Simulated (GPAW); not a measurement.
Runs of GPAW 26.7.0 on NaCl. Symmetry: Fm-3m, No. 225, cubic system. Conventional cell: a = 5.588 Å, b = 5.588 Å, c = 5.588 Å, α = 90.00°, β = 90.00°, γ = 90.00°. Cl (site symmetry m-3m) is surrounded by 6 Na at 2.79 Å. Na (site symmetry m-3m) is surrounded by 6 Cl at 2.79 Å. The cell is a database's computed one.

```csv
task,level,potentials or basis,k mesh,cutoff (eV),maxiter,band path,band points,eigensolver,data set,mesh quality,gap on the mesh (eV),pressure (GPa),V0 of scaled cells (Å³/atom),B0 (GPa)
band structure,r2SCAN,"GPAW PAW data sets (gpaw-data 1.2.1), pw",7 × 7 × 7,800,150,"GXWKGLUWLK,UX",100,-,-,not flagged,6.02,0.4,-,-
equation of state,PBEsol+D3(BJ),"PAW data sets generated in the run's folder for this functional, pw",7 × 7 × 7,800,150,-,-,-,-,not flagged,-,-,20.85,30
band structure,OLYP,"PAW data sets generated in the run's folder for this functional, pw",7 × 7 × 7,800,150,"GXWKGLUWLK,UX",100,davidson,-,not flagged,6.02,4.3,-,-
equation of state,LDA,"the program's PAW data sets (release 1.2.1) made for this functional, other valence, pw",7 × 7 × 7,800,150,-,-,-,Na 1,not flagged,-,-,20.77,(b)
band structure,vdW-DF-cx,"GPAW PAW data sets (gpaw-data 1.2.1), pw",7 × 7 × 7,800,150,"GXWKGLUWLK,UX",100,-,-,not flagged,5.38,-,-,-
band structure,revPBE,"the program's PAW data sets (release 1.2.1) made for this functional, pw",7 × 7 × 7,800,150,"GXWKGLUWLK,UX",60,-,-,not flagged,5.50,3.2,-,-
band structure,PBEint,"PAW data sets generated in the run's folder for this functional, pw",7 × 7 × 7,800,150,"GXWKGLUWLK,UX",80,-,-,not flagged,5.20,1.2,-,-
single point,PBEsol0,"GPAW PAW data sets (gpaw-data 1.2.1), pw",4 × 4 × 4,600,60,-,-,-,-,coarse,(a),-,-,-
```

Alike in all rows: no spin polarisation; cell as given; smearing fermi-dirac 0.05 eV.

Problem. Fill in the values left out.

Solution. (a) 7.18; (b) 33.

Caveats: some runs use coarse meshes; the PAW data sets were made with another functional, which shifts forces and pressure a little (some runs); exact exchange converges slowly with the k mesh, and this mesh is small (some runs).

Runs at the PBE level aren't shown here.
